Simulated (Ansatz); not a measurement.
Crystal: Pd, diamond type, 2 atoms in the cell.

Theory: PBE, plane waves, PAW datasets (generated soft set 1) (Ansatz).

Cutoff 420 eV; k-mesh 32×32×32 Γ-centred; Fermi–Dirac smearing of 0.0612 eV; no spin polarisation.

Problem. What equilibrium volume, lattice constant and bulk modulus does this give?

Solution. V₀ = 24.504 Å³/atom (a₀ = 5.809 Å), B₀ = 65.8 GPa, B₀′ = 5.36. The points behind the fit:

```
V (Å³/atom)   a (Å)  E − E(min) (meV/atom)  P (GPa)
     23.049  5.6918                  20.19     4.75
     23.540  5.7319                   8.48     2.94
     24.030  5.7714                   1.96     1.35
     24.520  5.8104                   0.00    -0.04
     25.011  5.8489                   2.05    -1.27
     25.501  5.8869                   7.65    -2.36
     25.992  5.9244                  16.35    -3.31
```

The published all-electron PBE values for this crystal (mean of FLEUR and WIEN2k, k-spacing 0.06 Å⁻¹; Bosoni et al., Nat. Rev. Phys. 6, 45 (2024)) are V₀ = 24.506 Å³/atom, B₀ = 66.1 GPa, B₀′ = 5.37.

The stress includes the program's correction for the finite plane-wave basis.

This cubic structure is a model: it isn't the usual form of the substance at ambient conditions, and such phases are metastable or hypothetical. Spin polarisation is left out, and a magnetic state may lie lower.
